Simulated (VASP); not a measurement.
Al:

```
Al
1.0
     4.00448    0.00000    0.00000
    -2.00224    3.46798    0.00000
     0.00000    0.00000    3.41351
Al
3
Direct
  0.33333 0.66667 0.50000
  0.00000 0.00000 0.00000
  0.66667 0.33333 0.50000
```

The cell was built by a generator and needn't be a form met in nature.

- Program: VASP 6.6.1
- Task: relaxation of cell and atoms
- Functional: PBE
- Potentials or basis: VASP PAW PBE potentials, release 64 (Al)
- Cutoff: 600 eV
- k mesh: 6 × 6 × 6
- Occupations: gaussian, width 0.1 eV
- Spin: no spin polarisation

At the start: pressure 19.2 GPa; volume 15.80 Å³/atom.

Problem. Where does the relaxation end?

Solution. Over 16 steps the energy falls by 402.4 meV/atom and the volume is 17.05 Å³/atom (+7.9 %); space group P6/mmm (No. 191, to 0.05 Å).

Step by step:
```
step  energy change (eV)  largest force (eV/Å)  pressure (GPa)  volume (Å³)
   1              0.0000                0.0000           19.25        47.41
   2             -0.7057                0.0000           -5.26        61.23
   3             -0.7633                0.0000           -1.92        57.06
   4             -0.7633                0.0000           -2.15        57.27
   5             -0.8128                0.0000           -1.03        55.75
   6             -1.0742                0.0000            1.79        51.10
   7              0.1033                0.0000           29.92        41.38
   8             -1.1069                0.0000            2.84        50.18
   9             -1.0053                0.0000            9.96        45.84
  10             -1.1481                0.0000            4.31        48.98
  11             -1.1423                0.0000            6.17        47.74
  12             -1.1536                0.0000            5.07        48.44
  13             -1.1667                0.0000            4.70        48.44
  14             -1.1668                0.0000            4.72        48.44
  15             -1.1839                0.0000            3.50        49.11
  16             -1.2072                0.0000            0.27        51.16
```

Final structure:
```cif
data_structure
_symmetry_space_group_name_H-M 'P 1'
_symmetry_Int_Tables_number 1
_cell_length_a 4.5847
_cell_length_b 4.5847
_cell_length_c 2.8102
_cell_angle_alpha 90.000
_cell_angle_beta 90.000
_cell_angle_gamma 120.000
_cell_volume 51.16
loop_
_atom_site_label
_atom_site_type_symbol
_atom_site_fract_x
_atom_site_fract_y
_atom_site_fract_z
_atom_site_occupancy
Al1 Al 0.33333 0.66667 0.50000 1
Al2 Al 0.00000 0.00000 0.00000 1
Al3 Al 0.66667 0.33333 0.50000 1
```
